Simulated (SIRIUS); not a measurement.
# InAs (Fm-3m) in SIRIUS: equation of state, part 2 of 2

SIRIUS 7.10.0.

## (3) Single point, PBEsol, 22.87 Å³/atom (volume scaled by 0.96)

Contents of sirius.json:

```json
{
  "control": {
    "processing_unit": "cpu",
    "verbosity": 2,
    "num_bands_to_print": 22,
    "print_forces": true,
    "print_stress": true
  },
  "parameters": {
    "electronic_structure_method": "pseudopotential",
    "xc_functionals": ["XC_GGA_X_PBE_SOL", "XC_GGA_C_PBE_SOL"],
    "gk_cutoff": 9.2,
    "pw_cutoff": 18.4,
    "ngridk": [8, 8, 8],
    "shiftk": [0, 0, 0],
    "smearing": "fermi_dirac",
    "smearing_width": 0.0018374661,
    "num_bands": 22,
    "num_mag_dims": 0,
    "num_dft_iter": 100,
    "energy_tol": 1e-08,
    "density_tol": 1e-06
  },
  "iterative_solver": {
    "type": "davidson",
    "min_tolerance": 1e-09,
    "tolerance_scale": [0.1, 0.25]
  },
  "mixer": {
    "type": "anderson",
    "beta": 0.7,
    "max_history": 8
  },
  "settings": {
    "tol_ne": 1e-10,
    "pseudo_grid_cutoff": 6.5
  },
  "unit_cell": {
    "lattice_vectors": [
      [0.0, 5.363830278436, 5.363830278436],
      [5.363830278436, 0.0, 5.363830278436],
      [5.363830278436, 5.363830278436, 0.0]
    ],
    "atom_coordinate_units": "lattice",
    "atom_types": ["In", "As"],
    "atom_files": {
      "As": "As.json",
      "In": "In.json"
    },
    "atoms": {
      "In": [
        [0.5, 0.5, 0.5]
      ],
      "As": [
        [0.0, 0.0, 0.0]
      ]
    }
  }
}
```

Potentials or basis: PseudoDojo 0.4.1 PBEsol standard (scalar relativistic).

On the command line:

```console
$ upf_to_json As.upf
$ upf_to_json In.upf
$ OMP_NUM_THREADS=1 sirius.scf --input=sirius.json --output=out.json --task=0
```

What it wrote:

```text
[info] SIRIUS version : 7.10.0
[info] number of MPI ranks           : 1
[info] MPI grid                      : 1 1
[info] maximum number of OMP threads : 1
[fft] FFT context for density and potential
[fft] =====================================
[fft]   comm size                             : 1
[fft]   plane wave cutoff                     : 18.4
[fft]   grid size                             : 48 48 48   total : 110592
[fft]   grid limits                           : -23 24   -23 24   -23 24
[fft]   number of G-vectors within the cutoff : 16228
[fft]   local number of G-vectors             : 16228
[fft]   number of G-shells                    : 878
[fft] FFT context for coarse grid
[fft] =====================================
[fft]   comm size                             : 1
[fft]   plane wave cutoff                     : 18.4
[fft]   grid size                             : 48 48 48   total : 110592
[fft]   grid limits                           : -23 24   -23 24   -23 24
[... 407 lines left out ...]
[ground_state]    -0.00000047756.001318    0.000000
[ground_state]     0.000000    0.00000047756.001318
[ground_state] === stress_us_nl ===
[ground_state] 47756.001318   -0.000000    0.000000
[ground_state]    -0.00000047756.001318    0.000000
[ground_state]     0.000000    0.00000047756.001318
[ground_state] === stress_total ===
[ground_state]     6.971371   -0.000000    0.000000
[ground_state]    -0.000000    6.971371    0.000000
[ground_state]     0.000000    0.000000    6.971371
[ground_state] ==== total Forces in Ha/bohr =====
[ground_state] atom:    0, force:       0.0000000      0.0000000      0.0000000
[ground_state] atom:    1, force:       0.0000000      0.0000000      0.0000000
[ground_state] ==== ultrasoft contribution from Qij =====
[ground_state] atom:    0, force:       0.0000000      0.0000000      0.0000000
[ground_state] atom:    1, force:       0.0000000      0.0000000      0.0000000
[ground_state] ==== non-local contribution from Beta-projector =====
[ground_state] atom:    0, force:       0.0000000      0.0000000      0.0000000
[ground_state] atom:    1, force:       0.0000000      0.0000000      0.0000000
[ground_state] ==== contribution from local potential =====
[ground_state] atom:    0, force:       0.0000000      0.0000000      0.0000000
[ground_state] atom:    1, force:       0.0000000      0.0000000      0.0000000
[ground_state] ==== contribution from core density =====
[ground_state] atom:    0, force:       0.0000000      0.0000000      0.0000000
[ground_state] atom:    1, force:       0.0000000      0.0000000      0.0000000
[ground_state] ==== Ewald forces from ions =====
[ground_state] atom:    0, force:       0.0000000      0.0000000      0.0000000
[ground_state] atom:    1, force:       0.0000000      0.0000000      0.0000000
[~DFT_ground_state] local op. applied: 16918
[~DFT_ground_state] evp. work count: 3042.8
[~DFT_ground_state] number of iterative solver steps: 1294
```

It took 44 s on 1 thread of Arm Neoverse V2, shared host; peak memory 0.45 GiB.

Results:

```
Free energy            : -4686.7478 eV
Pressure               : -0.7 GPa
Band gap on the k mesh : none (metal or under the smearing width)
```

## (4) Single point, PBEsol, 23.34 Å³/atom (volume scaled by 0.98)

sirius.json: that of step 3 with these lines changed.

```diff
@@ -39,5 +39,5 @@
     "lattice_vectors": [
-      [0.0, 5.363830278436, 5.363830278436],
-      [5.363830278436, 0.0, 5.363830278436],
-      [5.363830278436, 5.363830278436, 0.0]
+      [0.0, 5.400823380363, 5.400823380363],
+      [5.400823380363, 0.0, 5.400823380363],
+      [5.400823380363, 5.400823380363, 0.0]
     ],
```

On the command line:

```console
$ upf_to_json As.upf
$ upf_to_json In.upf
$ OMP_NUM_THREADS=1 sirius.scf --input=sirius.json --output=out.json --task=0
```

Run time: 48 s. Hardware: 1 thread of Arm Neoverse V2, shared host; peak memory 0.46 GiB.

It converged, with:

- Free energy: -4686.7396 eV
- Pressure: -2.0 GPa
- Band gap on the k mesh: none (metal or under the smearing width)

## (5) Single point, PBEsol, 24.30 Å³/atom (volume scaled by 1.02)

sirius.json: that of step 4 with these lines changed.

```diff
@@ -39,5 +39,5 @@
     "lattice_vectors": [
-      [0.0, 5.400823380363, 5.400823380363],
-      [5.400823380363, 0.0, 5.400823380363],
-      [5.400823380363, 5.400823380363, 0.0]
+      [0.0, 5.473326305488, 5.473326305488],
+      [5.473326305488, 0.0, 5.473326305488],
+      [5.473326305488, 5.473326305488, 0.0]
     ],
```

On the command line:

```console
$ upf_to_json As.upf
$ upf_to_json In.upf
$ OMP_NUM_THREADS=1 sirius.scf --input=sirius.json --output=out.json --task=0
```

Run time: 46 s. Hardware: 1 thread of Arm Neoverse V2, shared host; peak memory 0.45 GiB.

The run converged. Its results:

| Property | Result |
| --- | --- |
| Free energy | -4686.7018 eV |
| Pressure | -4.2 GPa |
| Band gap on the k mesh | none (metal or under the smearing width) |

## (6) Single point, PBEsol, 24.77 Å³/atom (volume scaled by 1.04)

sirius.json: that of step 5 with these lines changed.

```diff
@@ -39,5 +39,5 @@
     "lattice_vectors": [
-      [0.0, 5.473326305488, 5.473326305488],
-      [5.473326305488, 0.0, 5.473326305488],
-      [5.473326305488, 5.473326305488, 0.0]
+      [0.0, 5.508868381209, 5.508868381209],
+      [5.508868381209, 0.0, 5.508868381209],
+      [5.508868381209, 5.508868381209, 0.0]
     ],
```

Potentials or basis: PseudoDojo 0.4.1 PBEsol standard (scalar relativistic).

On the command line:

```console
$ upf_to_json As.upf
$ upf_to_json In.upf
$ OMP_NUM_THREADS=1 sirius.scf --input=sirius.json --output=out.json --task=0
```

Run time: 47 s. Hardware: 1 thread of Arm Neoverse V2, shared host; peak memory 0.46 GiB.

It converged, with:

```yaml
Free_energy: -4686.6738 eV
Pressure: -5.2 GPa
Band_gap_on_the_k_mesh: none (metal or under the smearing width)
```

## (7) Single point, PBEsol, 25.25 Å³/atom (volume scaled by 1.06)

sirius.json: that of step 6 with these lines changed.

```diff
@@ -39,5 +39,5 @@
     "lattice_vectors": [
-      [0.0, 5.508868381209, 5.508868381209],
-      [5.508868381209, 0.0, 5.508868381209],
-      [5.508868381209, 5.508868381209, 0.0]
+      [0.0, 5.543957660977, 5.543957660977],
+      [5.543957660977, 0.0, 5.543957660977],
+      [5.543957660977, 5.543957660977, 0.0]
     ],
```

On the command line:

```console
$ upf_to_json As.upf
$ upf_to_json In.upf
$ OMP_NUM_THREADS=1 sirius.scf --input=sirius.json --output=out.json --task=0
```

Wall time 48 s (1 thread of Arm Neoverse V2, shared host); peak memory 0.48 GiB.

It converged, with:

```yaml
Free_energy: -4686.6407 eV
Pressure: -6.0 GPa
Band_gap_on_the_k_mesh: none (metal or under the smearing width)
```

## (8) Equation of state, PBEsol

Potentials or basis: PseudoDojo 0.4.1 PBEsol standard (scalar relativistic).

No new run: the results of the series are fitted here.

What came out:

```yaml
Equilibrium_volume: 22.64 Å³/atom
Bulk_modulus: 71 GPa
Pressure_derivative_of_the_bulk_modulus: 4.9
```

Energy against volume, from the lowest point:
| volume (Å³/atom) | energy (meV/atom) |
| --- | --- |
| 22.392 | 0.13 |
| 22.868 | 0.00 |
| 23.344 | 4.08 |
| 23.821 | 11.89 |
| 24.297 | 22.99 |
| 24.774 | 36.99 |
| 25.250 | 53.55 |
